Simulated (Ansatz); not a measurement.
**LiCl (Fm-3m): a single-point run**

Aim: a sound single-point run of LiCl (Fm-3m). The structure is shown as the input types it.

The COD entry's cell or inner coordinates are ideal or old and differ from later refinements, so a difference from it is no clean test against experiment.

Computed with Ansatz 0.2.0 (DFT PBE, scalar-relativistic, plane waves, PAW, unless a step's input says otherwise).

### 1 Starting point

Symmetry: Fm-3m, No. 225, cubic system. The conventional cell has a = 9.733 Å, b = 9.733 Å, c = 9.733 Å, α = 90.00°, β = 90.00°, γ = 90.00°.

Coordinates:

```
Li Cl
1.0
     0.00000    4.86643    4.86643
     4.86643    0.00000    4.86643
     4.86643    4.86643    0.00000
Li Cl
1 1
Direct
  0.00000 0.00000 0.00000
  0.50000 0.50000 0.50000
```

### 2 The calculation

Input file input.yaml:

```yaml
crystal:
  lattice:
    - [0.0, 4.86642594, 4.86642594]
    - [4.86642594, 0.0, 4.86642594]
    - [4.86642594, 4.86642594, 0.0]
  atoms:
    - { symbol: Li, position: [0.0, 0.0, 0.0] }
    - { symbol: Cl, position: [0.5, 0.5, 0.5] }
basis:
  ecutwfc: 420
  ecutrho_ratio: 4
kpoints:
  mp_grid: { grid: [12, 12, 12] }
hamiltonian:
  xc: pbe
scf:
  occupations: { method: gaussian, width: 0.05 }
  max_iter: 80
output:
  forces: true
  stress: true
```

Started as:

```
> ansatz run input.yaml --threads 4 --pin off --max-ram 7168MiB --backend cpu --events-out ev --progress --plain --runs-dir out
```

**Question.** How will this run end, and is anything wrong with its input?

The program finished normally. Convergence says nothing about whether the input makes sense.

The structure is inflated by the factor 1.89 between bohr and ångström. The shortest distance in the input is 4.87 Å, between atoms 1 (Li) and 2 (Cl).

What to do: convert the lengths to the unit that the input reads.
